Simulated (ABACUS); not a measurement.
# GaP (F-43m) in ABACUS: equation of state

Aim: energy against volume of GaP in PBEsol, for its equilibrium volume and stiffness.

All numbers are computed with ABACUS 3.10.1; they aren't measurements. Logs are shortened: lines on timing, memory, paths and dates and some standing lists are left out, and cuts for length are marked.

**What was measured.**

“Phosphorous dimerization in GaP at high pressure”, 2017, arxiv:1709.06667 reports, for a bulk crystal of GaP: bulk modulus 87.5 ± 0.6 GPa.

The results are compared with them further down.

**1. The structure**

The structure is cubic, space group F-43m (No. 216). The conventional cell has a = 5.451 Å, b = 5.451 Å, c = 5.451 Å, α = 90.00°, β = 90.00°, γ = 90.00°. Ga (site symmetry -43m) has 4 P at 2.36 Å as nearest neighbours. P (site symmetry -43m) has 4 Ga at 2.36 Å as nearest neighbours.

**2. Equation of state, PBEsol, 19.03 Å³/atom (volume scaled by 0.94)**

Input file INPUT:

```
INPUT_PARAMETERS
suffix              GaP
calculation         scf
basis_type          pw
pseudo_dir          ./
symmetry            1
dft_functional      pbesol
ecutwfc             81
pseudo_rcut         7
nspin               1
nbands              13
ks_solver           dav
smearing_method     fd
smearing_sigma      0.00367493
scf_thr             1e-08
scf_nmax            100
mixing_type         broyden
mixing_beta         0.7
cal_force           1
cal_stress          1
kpar                4
```

Input file STRU:

```
ATOMIC_SPECIES
Ga 69.7230 Ga.upf
P 30.9738 P.upf

LATTICE_CONSTANT
1.8897261246

LATTICE_VECTORS
0.0000000000 2.6696170428 2.6696170428
2.6696170428 0.0000000000 2.6696170428
2.6696170428 2.6696170428 0.0000000000

ATOMIC_POSITIONS
Direct

Ga
0.0
1
0.0000000000 0.0000000000 0.0000000000 1 1 1

P
0.0
1
0.7500000000 0.7500000000 0.7500000000 1 1 1
```

Input file KPT:

```
K_POINTS
0
Gamma
8 8 8 0 0 0
```

Potentials or basis: PseudoDojo NC SR 0.4.1 PBEsol standard, plane waves.

The run is started by

```sh
$ OMP_NUM_THREADS=1 mpirun -np 4 abacus > log
```

running log:

```text
ABACUS v3.10.1

               Atomic-orbital Based Ab-initio Computation at UStc

 ------------------------------------------------------------------------------------

 READING GENERAL INFORMATION
                           global_out_dir = OUT.GaP/
                           global_in_card = INPUT
                               pseudo_dir = ./
[... 8 lines left out ...]

 READING ATOM TYPE 1
                               atom label = Ga
                      L=0, number of zeta = 1
                      L=1, number of zeta = 1
                      L=2, number of zeta = 1
             number of atom for this type = 1

 READING ATOM TYPE 2
                               atom label = P
                      L=0, number of zeta = 1
                      L=1, number of zeta = 1
                      L=2, number of zeta = 1
             number of atom for this type = 1

                        TOTAL ATOM NUMBER = 2
DIRECT COORDINATES
    atom                   x                   y                   z     mag                  vx                  vy                  vz
taud_Ga1            0.0000000000        0.0000000000        0.0000000000  0.0000        0.0000000000        0.0000000000        0.0000000000
taud_P1            0.7500000000        0.7500000000        0.7500000000  0.0000        0.0000000000        0.0000000000        0.0000000000

                          Volume (Bohr^3) = 256.787
                             Volume (A^3) = 38.0519

 Lattice vectors: (Cartesian coordinate: in unit of a_0)
                   +0            +2.66962            +2.66962
             +2.66962                  +0            +2.66962
             +2.66962            +2.66962                  +0
 Reciprocal vectors: (Cartesian coordinate: in unit of 2 pi/a_0)
            -0.187293           +0.187293           +0.187293
            +0.187293           -0.187293           +0.187293
            +0.187293           +0.187293           -0.187293
 The esolver type has been set to : ksdft_pw

                PAO radial cut off (Bohr) = 7

 Read in pseudopotential file is Ga.upf
                     pseudopotential type = NC
          exchange-correlation functional = PBESOL
                 nonlocal core correction = 1
                        valence electrons = 13
                                     lmax = 2
                           number of zeta = 3
                     number of projectors = 6
                           L of projector = 0
[... 5 lines left out ...]
                PAO radial cut off (Bohr) = 7

 Read in pseudopotential file is P.upf
                     pseudopotential type = NC
          exchange-correlation functional = PBESOL
                 nonlocal core correction = 1
                        valence electrons = 5
                                     lmax = 2
                           number of zeta = 2
[... 5 lines left out ...]
                           L of projector = 2
                           L of projector = 2
     initial pseudo atomic orbital number = 13

 SETUP THE ELECTRONS NUMBER
            electron number of element Ga = 13
      total electron number of element Ga = 13
             electron number of element P = 5
       total electron number of element P = 5
            AUTOSET number of electrons:  = 18
                           occupied bands = 9
                                   NBANDS = 13
                                   NLOCAL = 18

%%%%%%%%%%%%%%%%%%%%%%%%%%%%%%%%%%%%%%%%%%%%%%%%%%%%%%%%%%%%%%%%%%%%%%%%%%%%%%%%%%%%%%%%%%%%%%%%%%%%%%%%%%
 Warning: the number of valence electrons in pseudopotential > 3 for Ga: [Ar] 3d10 4s2 4p1
 Pseudopotentials with additional electrons can yield (more) accurate outcomes, but may be less efficient.
 If you're confident that your chosen pseudopotential is appropriate, you can safely ignore this warning.
%%%%%%%%%%%%%%%%%%%%%%%%%%%%%%%%%%%%%%%%%%%%%%%%%%%%%%%%%%%%%%%%%%%%%%%%%%%%%%%%%%%%%%%%%%%%%%%%%%%%%%%%%%

 SETUP THE PLANE WAVE BASIS
 energy cutoff for charge/potential (unit:Ry) = 324
            fft grid for charge/potential = [ 45, 45, 45 ]
                        fft grid division = [ 1, 1, 1 ]
        big fft grid for charge/potential = [ 45, 45, 45 ]
                                     nbxx = 91125
                                     nrxx = 91125

 SETUP PLANE WAVES FOR CHARGE/POTENTIAL
                    number of plane waves = 25269
                         number of sticks = 1147

 PARALLEL PW FOR CHARGE/POTENTIAL
     PROC   COLUMNS(POT)             PW
        1           1147          25269
 --------------- sum -------------------
        1           1147          25269
                            number of |g| = 281
                                  max |g| = 29.2906
                                  min |g| = 0

----------- Double Check Mixing Parameters Begin ------------
mixing_type: broyden
mixing_beta: 0.7
mixing_gg0: 1
mixing_gg0_min: 0.1
mixing_ndim: 8
----------- Double Check Mixing Parameters End ------------

 LATTICE VECTORS: (CARTESIAN COORDINATE: IN UNIT OF A0)
                   +0            +2.66962            +2.66962
             +2.66962                  +0            +2.66962
             +2.66962            +2.66962                  +0
                       right hand lattice = 1
                                   NORM_A = 3.77541
                                   NORM_B = 3.77541
                                   NORM_C = 3.77541
                           ALPHA (DEGREE) = 60
                           BETA  (DEGREE) = 60
                           GAMMA (DEGREE) = 60

 The lattice vectors have been changed (STRU_SIMPLE.cif)

(for optimal symmetric configuration:)
                             BRAVAIS TYPE = 3
                     BRAVAIS LATTICE NAME = 03. Cubic F (face-centered)
                                    ibrav = 3
                                    IBRAV = 3
                                  BRAVAIS = FACE CENTERED CUBIC
                       LATTICE CONSTANT A = 5.33923
Original cell was already a primitive cell.
                        ROTATION MATRICES = 48
              PURE POINT GROUP OPERATIONS = 24
                   SPACE GROUP OPERATIONS = 24
                                       C2 = 3
                                       C3 = 8
                                       C4 = 0
                                       C6 = 0
                                       S1 = 6
                                       S3 = 0
                                       S4 = 6
                                       S6 = 0
                              POINT GROUP = T_d
                                       C2 = 3
                                       C3 = 8
                                       C4 = 0
                                       C6 = 0
                                       S1 = 6
                                       S3 = 0
                                       S4 = 6
                                       S6 = 0
               POINT GROUP IN SPACE GROUP = T_d

 SETUP K-POINTS
                                    nspin = 1
                   Input type of k points = Monkhorst-Pack(Gamma)
                                   nkstot = 512
                       right hand lattice = 1
(for reciprocal lattice: )
                             BRAVAIS TYPE = 2
                     BRAVAIS LATTICE NAME = 02. Cubic I (body-centered)
                                    ibrav = 2
                       right hand lattice = 1
(for k-lattice: )
                             BRAVAIS TYPE = 2
                     BRAVAIS LATTICE NAME = 02. Cubic I (body-centered)
                                    ibrav = 2
                       right hand lattice = 1
                        ROTATION MATRICES = 48
                               nkstot_ibz = 29
K-POINTS REDUCTION ACCORDING TO SYMMETRY
     IBZ    DIRECT_X    DIRECT_Y    DIRECT_Z  WEIGHT  ibz2bz
       1  0.00000000  0.00000000  0.00000000  0.0020       0
       2  0.12500000  0.12500000  0.12500000  0.0156       1
       3  0.25000000  0.25000000  0.25000000  0.0156       2
       4  0.37500000  0.37500000  0.37500000  0.0156       3
       5  0.50000000  0.50000000  0.50000000  0.0078       4
       6  0.12500000  0.12500000  0.00000000  0.0117       9
[... 21 lines left out ...]
      28 -0.12500000  0.50000000  0.37500000  0.0234     101
      29  0.50000000  0.25000000 -0.25000000  0.0117     166

                               nkstot now = 29
[... K-POINTS DIRECT COORDINATES: 29 rows ...]

           k-point number in this process = 8
       minimum distributed K point number = 7
[... stars of the k points ...]

[... K-POINTS CARTESIAN COORDINATES: 8 rows ...]

[... K-POINTS DIRECT COORDINATES: 8 rows ...]

 SETUP PLANE WAVES FOR WAVE FUNCTIONS
     energy cutoff for wavefunc (unit:Ry) = 81
              fft grid for wave functions = [ 45, 45, 45 ]
                    number of plane waves = 3719
                         number of sticks = 313

 PARALLEL PW FOR WAVE FUNCTIONS
     PROC   COLUMNS(POT)             PW
        1            313           3719
 --------------- sum -------------------
        1            313           3719

 SETUP NONLOCAL PSEUDOPOTENTIALS IN PLANE WAVE BASIS
 Ga non-local projectors:
 projector 1 L=0
 projector 2 L=0
 projector 3 L=1
 projector 4 L=1
 projector 5 L=2
 projector 6 L=2
 P non-local projectors:
 projector 1 L=0
 projector 2 L=0
 projector 3 L=1
 projector 4 L=1
 projector 5 L=2
 projector 6 L=2
      TOTAL NUMBER OF NONLOCAL PROJECTORS = 36

 Init Non-Local PseudoPotential table :
 Init Non-Local-Pseudopotential done.

                                     npwx = 3178

 Make real space PAO into reciprocal space.
       max mesh points in Pseudopotential = 701
     dq(describe PAO in reciprocal space) = 0.01
                                    max q = 1084

 number of pseudo atomic orbitals for Ga is 3
WARNING: norm of atomic wavefunction # 2 of atomic type Ga is 0.999668, renormalized
WARNING: norm of atomic wavefunction # 3 of atomic type Ga is 0.985171, renormalized

 number of pseudo atomic orbitals for P is 2
WARNING: norm of atomic wavefunction # 1 of atomic type P is 0.999978, renormalized
WARNING: norm of atomic wavefunction # 2 of atomic type P is 0.998983, renormalized

 -------------------------------------------
 SELF-CONSISTENT
 -------------------------------------------
                                 init_chg = atomic

 PW ALGORITHM --------------- ION=   1  ELEC=   1--------------------------------
 Notice: Threshold on eigenvalues was too large.
 hsover_error=0.18 > DRHO=0.0787681
 Origin diag ethr = 0.01
 New diag ethr = 0.0004376

 Density error is 0.0788935314808
                          Error Threshold = 0.000437600409089
----------------------------------------------------------
     Energy           Rydberg                 eV
----------------------------------------------------------
 E_KohnSham     -166.5852265215      -2266.5082833131
 E_Harris       -167.8741091083      -2284.0444305464
 E_Fermi        0.6380003482         8.6804400609
----------------------------------------------------------
[... 63 lines left out ...]
 Density error is 1.27331475528e-09
                          Error Threshold = 1.78379096281e-10
----------------------------------------------------------
     Energy           Rydberg                 eV
----------------------------------------------------------
 E_KohnSham     -166.6018738420      -2266.7347817290
 E_KS(sigma->0) -166.6018738411      -2266.7347817164
 E_Harris       -166.6018881290      -2266.7349761136
 E_band         -2.8571011704        -38.8728556794
 E_one_elec     -73.6158877307       -1001.5955364664
 E_Hartree      51.0914869197        695.1353414002
 E_xc           -45.5893227493       -620.2745573510
 E_Ewald        -98.4881502799       -1340.0000292866
 E_entropy(-TS) -0.0000000018        -0.0000000252
 E_descf        0.0000000000         0.0000000000
 E_exx          0.0000000000         0.0000000000
 E_Fermi        0.6641827486         9.0366698937
----------------------------------------------------------

 charge density convergence is achieved
 final etot is -2266.7347817 eV
 EFERMI = 9.0366698937 eV

 STATE ENERGY(eV) AND OCCUPATIONS    NSPIN == 1
 1/8 kpoint (Cartesian) = 0.0000 0.0000 0.0000 (3143 pws)
       1       -6.33843     0.00390625
       2       -6.33843     0.00390625
       3       -6.33843     0.00390625
       4       -6.21833     0.00390625
       5       -6.21833     0.00390625
       6       -4.64480     0.00390625
       7        8.36122     0.00390624
       8        8.36122     0.00390624
       9        8.36122     0.00390624
      10        10.6088    8.63860e-17
      11        12.1647    2.64393e-30
      12        12.1647    2.64393e-30
      13        12.1647    2.64393e-30
[... 61 lines left out ...]
 6/8 kpoint (Cartesian) = 0.0000 0.0000 0.046823 (3163 pws)
       1       -6.36797      0.0234375
       2       -6.32723      0.0234375
       3       -6.32723      0.0234375
       4       -6.22370      0.0234375
       5       -6.21440      0.0234375
       6       -4.35090      0.0234375
       7        6.83704      0.0234375
       8        7.63463      0.0234375
       9        7.63463      0.0234375
      10        11.3801    1.03578e-22
      11        12.0518    1.51710e-28
      12        13.1973    1.70216e-38
      13        13.1973    1.70216e-38

[... levels at 2 further k points ...]

------------------------------------------------------------------------------------------
 TOTAL-FORCE (eV/Angstrom)
------------------------------------------------------------------------------------------
                       Ga1         0.0000000000         0.0000000000         0.0000000000
                        P1         0.0000000000         0.0000000000         0.0000000000
------------------------------------------------------------------------------------------

----------------------------------------------------------------
 TOTAL-STRESS (KBAR)
----------------------------------------------------------------
        53.4530219093        -0.0000000000        -0.0000000000
        -0.0000000000        53.4530219093         0.0000000000
        -0.0000000000         0.0000000000        53.4530219093
----------------------------------------------------------------
 TOTAL-PRESSURE: 53.453022 KBAR

 --------------------------------------------
 !FINAL_ETOT_IS -2266.7347817289532941 eV
 --------------------------------------------
```

It took 4.6 s on 4 MPI ranks of Intel Xeon 6975P-C (Granite Rapids), shared host; peak memory 0.32 GiB.

What came out:

```
Free energy            : -2266.7348 eV
Pressure               : 5.3 GPa
Band gap on the k mesh : 1.38 eV, indirect (least direct gap 2.25 eV)
```

[end of part 1 of 2]
